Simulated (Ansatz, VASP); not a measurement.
**Pb: VASP and Ansatz over several settings**

```
Pb
1.0
     0.00000    2.52356    2.52356
     2.52356    0.00000    2.52356
     2.52356    2.52356    0.00000
Pb
1
Cartesian
  0.0000 0.0000 0.0000
```

Change from the starting cell: volume scaled by 1.06.

Single points on this cell with VASP 6.6.1 and Ansatz 0.2.0. Each row is one pair of runs. Alike in all rows: spin: off; k mesh: 9 × 9 × 9; smearing: fermi-dirac, width 0.05 eV; VASP's potentials, cutoff: VASP PAW PBE potentials, release 64 (Pb_d), 520 eV.

```csv
level,"Ansatz's potentials, cutoff","gap on the k mesh at the Fermi level (eV), VASP","gap on the k mesh at the Fermi level (eV), Ansatz","pressure (GPa), VASP","pressure (GPa), Ansatz"
PBE,"PseudoDojo stringent (PBE files), 1197 eV",none,none,-0.4,-0.3
PBE,"Ansatz PAW earlier set, 580 eV",none,?,-0.4,?
PBE,"PseudoDojo standard (PBE files), 850 eV",none,none,-0.4,-0.4
PBE,"Ansatz PAW, 420 eV",none,none,-0.4,-0.3
PBE,"Ansatz PAW polarizable, 420 eV",none,none,-0.4,-0.3
PBE,"SPMS NC, 381 eV",none,none,-0.4,-0.3
PBE,"Ansatz PAW earlier set, 700 eV",none,none,-0.4,-0.3
PBE,"Ansatz NC, 850 eV",none,none,-0.4,-0.3
```

Task: Fill in what Ansatz gave in row 2.

Result: gap on the k mesh at the Fermi level (eV): none; pressure (GPa): -0.3.

A gap of «none» marks a metal or a gap that the smearing closes.
